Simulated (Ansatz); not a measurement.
**TePb: changes ranked by their effect on the pressure**

```
CELL_PARAMETERS angstrom
0.00000 3.22700 3.22700
3.22700 0.00000 3.22700
3.22700 3.22700 0.00000
ATOMIC_POSITIONS crystal
Te 0.50000 0.50000 0.50000
Pb 0.00000 0.00000 0.00000
```

Atom numbers follow the list: Te1, Pb2.

The cell is COD entry 9008696, as deposited and not checked against the literature; nothing was relaxed.

Level of theory: Ansatz 0.2.0, DFT, PBE, all-electron LAPW, scalar-relativistic.

The runs use a Γ-centred 11×11×11 k mesh, Fermi–Dirac smearing of 0.08 eV, basis error target 1 meV/atom, no spin polarisation.

Spin–orbit coupling is off unless a change turns it on.

In this reference run the pressure is 2.3 GPa (positive in compression). Each change below is made alone, on the same k mesh, with fractional coordinates held unless an atom is moved; x, y and z are the Cartesian axes.

Task: Order the changes by the shift of the pressure, most negative first.
A. atom 1 (Te) moved by (0.0000, 0.0000, 0.2000) Å
B. volume scaled by 0.98
C. x and y strained by +1.5 %, z held
D. volume scaled by 1.02
E. z strained by -1 % at fixed volume

Result: C (-1.3 GPa), D (-0.9 GPa), E (0.0 GPa), A (+0.5 GPa), B (+1.0 GPa).
